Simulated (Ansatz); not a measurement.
# Searching the electronic states of TiO2, part 2 of 2

Is TiO2 magnetic at this level, in which order, and do all starts find it? Single-point runs from several starts follow. System: TiO₂, the measured crystal structure (space group I4_1/amd, primitive cell doubled); the cell holds 12 atoms. Source: COD entry 9008213; the sample's temperature and pressure aren't taken into account.

Ansatz 0.2.0; DFT PBE, PAW, plane waves, scalar-relativistic.

## (3) Opposed moments ++--, plain SCF

input.yaml reads:

```yaml
crystal:
  lattice:
    - [0.0, 0.0, -9.5146]
    - [3.7842, -3.7842, 0.0]
    - [-1.8921, -1.8921, 4.7573]
  atoms:
    - { symbol: Ti, position: [0.0, 0.0, 0.0], spin: 1.0 }
    - { symbol: Ti, position: [0.5, 0.5, 0.0], spin: 1.0 }
    - { symbol: Ti, position: [0.0, 0.25, 0.5], spin: -1.0 }
    - { symbol: Ti, position: [0.5, 0.75, 0.5], spin: -1.0 }
    - { symbol: O, position: [0.7919, 0.0, 0.0] }
    - { symbol: O, position: [0.2919, 0.5, 0.0] }
    - { symbol: O, position: [0.7919, 0.25, 0.5] }
    - { symbol: O, position: [0.2919, 0.75, 0.5] }
    - { symbol: O, position: [0.7081, 0.75, 0.5] }
    - { symbol: O, position: [0.2081, 0.25, 0.5] }
    - { symbol: O, position: [0.7081, 0.5, 0.0] }
    - { symbol: O, position: [0.2081, 0.0, 0.0] }
magnetization:
  spin_polarized: true
hamiltonian:
  xc: pbe
  pseudopotentials: { kind: paw }
basis:
  ecutwfc: 420
kpoints:
  mp_grid: { grid: [3, 3, 5] }
scf:
  occupations: { method: gaussian, width: 0.05 }
  lower_state_search: "off"
output:
  forces: true
  stress: true
  write_density: true
  write_potential: true
  elf: true
  volumetric_format: npy
```

Started as:

```
$ ansatz run input.yaml --threads 4 --pin off --max-ram 9216MiB --backend cpu --events-out ev --progress --plain --runs-dir out
```

What it wrote, shortened:

```text
Warning: crystal.symmetry: narrowed to the stabiliser of the k-point mesh — unitary ops 8 → 4; excluded 4 operations that carry a point of the 3×3×5 mesh (shift [0, 0, 0]) off the mesh (the run samples exactly the mesh kpoints.mp_grid names, as under crystal.symmetry.detect: false, and [...]
[... 12 lines as in an earlier run ...]
Symmetry: 4 space group operations
k-points: 16 of 45 (time reversal used)
[... 6 lines as in an earlier run ...]
Starting moments: Σ|m| = 4 μB on 4 of 12 sites
[... 2 lines as in an earlier run ...]
SCF iter   1: F=—  HF=-14555.265620 eV  |F-HF|=—  |Δ(HF+E_count)|=         —  Δρ=5.28e-2 (↑5.28e-2 ↓5.28e-2)  dr2=5.88e0  dr2_m=2.22e0  M=0.000 μB ∫|m|=0.681 μB  β_m=0.30  ethr=3.10e-3  ⟨swp⟩=5.2  Hψ=7448  notcnv=0
[...]
[... 1 line as in an earlier run ...]
[...]
spin-set hold released at iteration 8 (site moments contracting): the magnetisation degrees of freedom join the quasi-Newton model from the next iteration; the mixer history was flushed
[...]
SCF iter  15: F=-14554.938245 eV  HF=-14554.938245 eV  |F-HF|=3.13e-10  |Δ(HF+E_count)|=   6.36e-9  Δρ=3.56e-7 (↑3.56e-7 ↓3.39e-7)  dr2=7.62e-10  dr2_m=2.73e-11  M=0.000 μB ∫|m|=0.000 μB  ethr=4.97e-12  ⟨swp⟩=5.0  Hψ=9855  notcnv=0
WARN: the starting moments were not kept: the SCF closed with an absolute magnetisation of 6.7e-6 μB, where they sum to 4 μB in size (4 sites). That is at most 0.1 of that sum. Measured as dr2_m measures the in/out step, that magnetisation stands 5.9e-12 eV from none, at or under the [...]
SCF converged after 15 iterations
Magnetization: 0.0000 μB (48.0000 up, 48.0000 down)
Absolute magnetization: 0.0000 μB (∫|ρ↑−ρ↓|, with the PAW one-centre terms)
Spin contamination: 0.0000 ħ² per cell (⟨S²⟩ above its minimum at these occupations)
[...]
Free energy (F): -14554.938245 eV
[...]
E sigma→0 (E₀):  -14554.938245 eV
Fermi energy:    8.389176 eV
[... 39 lines left out: energy terms, forces, stress, bands ...]
```

Run time: 32 s. Hardware: 4 threads of Intel Xeon at 2.50GHz (Skylake/Cascade Lake), shared host; peak memory 0.67 GiB.

This is the state of step 2 again (non-magnetic), after 15 iterations.

## (4) No spin polarisation

input.yaml: that of step 3 with these lines changed.

```diff
@@ -6,6 +6,6 @@
   atoms:
-    - { symbol: Ti, position: [0.0, 0.0, 0.0], spin: 1.0 }
-    - { symbol: Ti, position: [0.5, 0.5, 0.0], spin: 1.0 }
-    - { symbol: Ti, position: [0.0, 0.25, 0.5], spin: -1.0 }
-    - { symbol: Ti, position: [0.5, 0.75, 0.5], spin: -1.0 }
+    - { symbol: Ti, position: [0.0, 0.0, 0.0] }
+    - { symbol: Ti, position: [0.5, 0.5, 0.0] }
+    - { symbol: Ti, position: [0.0, 0.25, 0.5] }
+    - { symbol: Ti, position: [0.5, 0.75, 0.5] }
     - { symbol: O, position: [0.7919, 0.0, 0.0] }
@@ -18,4 +18,2 @@
     - { symbol: O, position: [0.2081, 0.0, 0.0] }
-magnetization:
-  spin_polarized: true
 hamiltonian:
```

Started as:

```
$ ansatz run input.yaml --threads 4 --pin off --max-ram 9216MiB --backend cpu --events-out ev --progress --plain --runs-dir out
```

What it wrote, shortened:

```text
[... 12 lines as in an earlier run ...]
Bands: 60, of which v1, the nominal top of the filled ones, is band 48 counted from 1 (47 counted from 0)
[... 7 lines as in an earlier run ...]
[...]
[... 2 lines as in an earlier run ...]
SCF iter   1: F=—  HF=-14554.934821 eV  |F-HF|=—  |Δ(HF+E_count)|=         —  Δρ=3.48e-3  dr2=6.78e-3  ethr=1.77e-3  ⟨swp⟩=5.1  Hψ=3655  notcnv=0  defer=1
[...]
SCF iter   7: F=-14554.938245 eV  HF=-14554.938245 eV  |F-HF|=1.66e-8  |Δ(HF+E_count)|=   4.69e-7  Δρ=3.24e-6  dr2=8.74e-9  ethr=1.04e-10  ⟨swp⟩=12.4  Hψ=6063  notcnv=0
[...]
SCF converged after 7 iterations
Free energy (F): -14554.938245 eV
[...]
E sigma→0 (E₀):  -14554.938245 eV
Fermi energy:    8.389201 eV
[... 39 lines left out: energy terms, forces, stress, bands ...]
```

Wall time 6.9 s (4 threads of Intel Xeon at 2.50GHz (Skylake/Cascade Lake), shared host); peak memory 0.61 GiB.

This is the state of step 2 again (non-magnetic), after 7 iterations.

## (5) Spin on, no moments given (the program may seed its own), plain SCF

input.yaml: that of step 4 with these lines changed.

```diff
@@ -35 +35,3 @@
   volumetric_format: npy
+magnetization:
+  spin_polarized: true
```

Started as:

```
$ ansatz run input.yaml --threads 4 --pin off --max-ram 9216MiB --backend cpu --events-out ev --progress --plain --runs-dir out
```

What it wrote, shortened:

```text
[... 1 line as in an earlier run ...]
band count auto-derived: 64 (N_el = 96.0; filled up to band 48; 60 by the electrons, moments and atoms)
[... 11 lines as in an earlier run ...]
Bands: 64, of which v1, the nominal top of the filled ones, is band 48 counted from 1 (47 counted from 0)
[... 10 lines as in an earlier run ...]
SCF iter   1: F=—  HF=-14555.977409 eV  |F-HF|=—  |Δ(HF+E_count)|=         —  Δρ=3.19e-2 (↑3.19e-2 ↓3.19e-2)  dr2=5.92e0  dr2_m=0.00e0  M=0.000 μB ∫|m|=0.000 μB  β_m=0.30  ethr=3.10e-3  ⟨swp⟩=5.6  Hψ=3917  notcnv=0  defer=3
[...]
[... 1 line as in an earlier run ...]
[...]
SCF iter  14: F=-14554.938245 eV  HF=-14554.938245 eV  |F-HF|=2.24e-8  |Δ(HF+E_count)|=   9.21e-9  Δρ=2.00e-6 (↑2.00e-6 ↓2.00e-6)  dr2=2.34e-8  dr2_m=0.00e0  M=0.000 μB ∫|m|=0.000 μB  ethr=3.63e-12  ⟨swp⟩=5.0  Hψ=5135  notcnv=0
[...]
SCF converged after 14 iterations
an eigenvalue changed by more than its tolerance at an iteration that met the thresholds in force, so the SCF went on 2 times, its first undamped step at iteration 13: the last check found none over its tolerance
Magnetization: 0.0000 μB (48.0000 up, 48.0000 down)
Absolute magnetization: 0.0000 μB (∫|ρ↑−ρ↓|)
Spin contamination: 0.0000 ħ² per cell (⟨S²⟩ above its minimum at these occupations)
[...]
Free energy (F): -14554.938245 eV
[...]
E sigma→0 (E₀):  -14554.938245 eV
Fermi energy:    8.389175 eV
[... 39 lines left out: energy terms, forces, stress, bands ...]
```

It took 15 s on 4 threads of Intel Xeon at 2.50GHz (Skylake/Cascade Lake), shared host; peak memory 0.72 GiB.

Nothing new: the 14 iterations lead to the state found in step 2 (non-magnetic).

## (6) Parallel moments scaled by 1.5, plain SCF

input.yaml: that of step 5 with these lines changed.

```diff
@@ -6,6 +6,6 @@
   atoms:
-    - { symbol: Ti, position: [0.0, 0.0, 0.0] }
-    - { symbol: Ti, position: [0.5, 0.5, 0.0] }
-    - { symbol: Ti, position: [0.0, 0.25, 0.5] }
-    - { symbol: Ti, position: [0.5, 0.75, 0.5] }
+    - { symbol: Ti, position: [0.0, 0.0, 0.0], spin: 1.5 }
+    - { symbol: Ti, position: [0.5, 0.5, 0.0], spin: 1.5 }
+    - { symbol: Ti, position: [0.0, 0.25, 0.5], spin: 1.5 }
+    - { symbol: Ti, position: [0.5, 0.75, 0.5], spin: 1.5 }
     - { symbol: O, position: [0.7919, 0.0, 0.0] }
@@ -18,2 +18,4 @@
     - { symbol: O, position: [0.2081, 0.0, 0.0] }
+magnetization:
+  spin_polarized: true
 hamiltonian:
@@ -35,3 +37 @@
   volumetric_format: npy
-magnetization:
-  spin_polarized: true
```

Started as:

```
$ ansatz run input.yaml --threads 4 --pin off --max-ram 9216MiB --backend cpu --events-out ev --progress --plain --runs-dir out
```

What it wrote, shortened:

```text
[... 12 lines as in an earlier run ...]
Bands: 63, of which v1, the nominal top of the filled ones, is band 48 counted from 1 (47 counted from 0)
[... 8 lines as in an earlier run ...]
Starting moments: Σ|m| = 6 μB on 4 of 12 sites
[... 2 lines as in an earlier run ...]
SCF iter   1: F=—  HF=-14554.280641 eV  |F-HF|=—  |Δ(HF+E_count)|=         —  Δρ=7.39e-2 (↑7.13e-2 ↓7.39e-2)  dr2=5.87e0  dr2_m=5.33e0  M=0.000 μB ∫|m|=1.328 μB  β_m=0.30  ethr=3.10e-3  ⟨swp⟩=5.6  Hψ=7532  notcnv=0
[...]
[... 1 line as in an earlier run ...]
[...]
spin-set hold released at iteration 8 (site moments contracting): the magnetisation degrees of freedom join the quasi-Newton model from the next iteration; the mixer history was flushed
[...]
SCF iter  15: F=-14554.938245 eV  HF=-14554.938245 eV  |F-HF|=5.38e-10  |Δ(HF+E_count)|=   7.16e-9  Δρ=2.65e-7 (↑2.60e-7 ↓2.65e-7)  dr2=6.97e-10  dr2_m=3.47e-12  M=0.000 μB ∫|m|=0.000 μB  ethr=1.39e-11  ⟨swp⟩=5.0  Hψ=9758  notcnv=0
WARN: the starting moments were not kept: the SCF closed with an absolute magnetisation of 1.0e-6 μB, where they sum to 6 μB in size (4 sites). That is at most 0.1 of that sum. Measured as dr2_m measures the in/out step, that magnetisation stands 8.6e-14 eV from none, at or under the [...]
SCF converged after 15 iterations
Magnetization: 0.0000 μB (48.0000 up, 48.0000 down)
Absolute magnetization: 0.0000 μB (∫|ρ↑−ρ↓|, with the PAW one-centre terms)
Spin contamination: 0.0000 ħ² per cell (⟨S²⟩ above its minimum at these occupations)
[...]
Free energy (F): -14554.938245 eV
[...]
E sigma→0 (E₀):  -14554.938245 eV
Fermi energy:    8.389179 eV
[... 39 lines left out: energy terms, forces, stress, bands ...]
```

It took 21 s on 4 threads of Intel Xeon at 2.50GHz (Skylake/Cascade Lake), shared host; peak memory 0.73 GiB.

This is the state of step 2 again (non-magnetic), after 15 iterations.

## (7) All ends together

```
step  iterations  state  moments of Ti1 Ti2 Ti3 Ti4 (μB)  total (μB)  gap (eV)  pressure (GPa)  above lowest (meV/atom)
   2          14      1              0.00 0.00 0.00 0.00        0.00      2.13             5.2                      0.0
   3          15      1              0.00 0.00 0.00 0.00        0.00      2.13             5.2                      0.0
   4           7      1              0.00 0.00 0.00 0.00        0.00      2.13             5.2                      0.0
   5          14      1              0.00 0.00 0.00 0.00        0.00      2.13             5.2                      0.0
   6          15      1              0.00 0.00 0.00 0.00        0.00      2.13             5.2                      0.0
```

States are numbered from the lowest. Starts by step: 2 parallel moments, plain SCF; 3 opposed moments ++--, plain SCF; 4 no spin polarisation; 5 spin on, no moments given (the program may seed its own), plain SCF; 6 parallel moments scaled by 1.5, plain SCF.

The 5 runs of this session took 94 s in all, from 6.9 s to 32 s each.

Decimal logarithm of the largest residual (eV) by iteration, counted through all cycles of a run:

```
iteration  step 2  step 3  step 4  step 5  step 6
        1     0.8     0.8    -2.2     0.8     0.8
        2     0.4     0.4    -2.7     0.4     0.4
        3    -0.1    -0.1    -3.2    -0.1     0.2
        4    -0.4    -0.4    -4.6    -0.1    -0.1
        5    -0.7    -0.7    -5.6    -0.4    -0.4
        6    -1.0    -1.0    -6.7    -0.7    -0.6
        7    -1.2    -1.2    -8.1    -0.7    -0.9
        9    -1.7    -1.7       -    -3.5    -1.4
       10    -3.7    -4.5       -    -4.7    -3.3
       11    -4.9    -5.3       -    -6.0    -4.5
       12    -4.5    -4.7       -    -7.3    -5.6
       14    -8.5    -8.3       -    -7.6    -7.9
       15       -    -9.1       -       -    -9.2
```

## (8) Results

This closing draws on all 2 parts.

| quantity | value |
| --- | --- |
| distinct states | 1 from 5 converged runs |
| lowest state | non-magnetic |
| total moment | 0.00 μB per cell |
| gap on the k-mesh | 2.13 eV |
| pressure | 5.2 GPa |
| largest force | 0.100 eV/Å |

What this shows: The 5 converged runs end in 1 distinct state. Spin polarisation gains nothing here: every starting moment dies out. These are lowest states among those tried, not proven ground states. The mesh has less symmetry than the lattice, which lowers the symmetry of the run.

These are semilocal Kohn-Sham gaps, which aren't the measured quantity. Such gaps usually fall short of the measured ones.
